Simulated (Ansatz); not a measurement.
The system is BaTiO3.

```
CELL_PARAMETERS angstrom
4.00730 0.00000 0.00000
0.00000 4.00730 0.00000
0.00000 0.00000 4.00730
ATOMIC_POSITIONS crystal
Ba 0.50903 0.45529 0.50668
Ti 0.94374 0.06998 0.95431
O 0.52053 0.00683 0.05543
O 0.01265 0.49197 0.05272
O 0.01405 0.97593 0.43085
```

Base run:

```yaml
Program: Ansatz 0.2.0
Functional: PBE
Potentials_or_basis: Ansatz PAW
Cutoff: 500 eV
Density_cutoff: 2000 eV
k_mesh: 7 × 7 × 7
Occupations: fermi-dirac, width 0.05 eV
Spin: no spin polarisation
```

Its results: band gap on the k mesh 2.80 eV, indirect (least direct gap 2.98 eV); pressure 12.0 GPa; largest force 4.301 eV/Å.

Question: The run is repeated on the same cell with these changes: cutoff from 500 eV to 420 eV (not typed: the program's choice for these potentials); k mesh from 7 × 7 × 7 to 12 × 12 × 12. What comes out?

Answer: Band gap on the k mesh 2.70 eV, indirect (least direct gap 2.92 eV); pressure 12.0 GPa; largest force 4.301 eV/Å.

Caveats: spin-orbit coupling is left out, which moves the levels of the heavy elements; forces of over 1 eV/Å show positions far from the minimum, so gaps and moduli don't describe the material at rest; odd divisions of the mesh miss points on the zone boundary, where band edges often lie, so the gap on the mesh can be too wide (some runs).

A k mesh can miss the band edges.
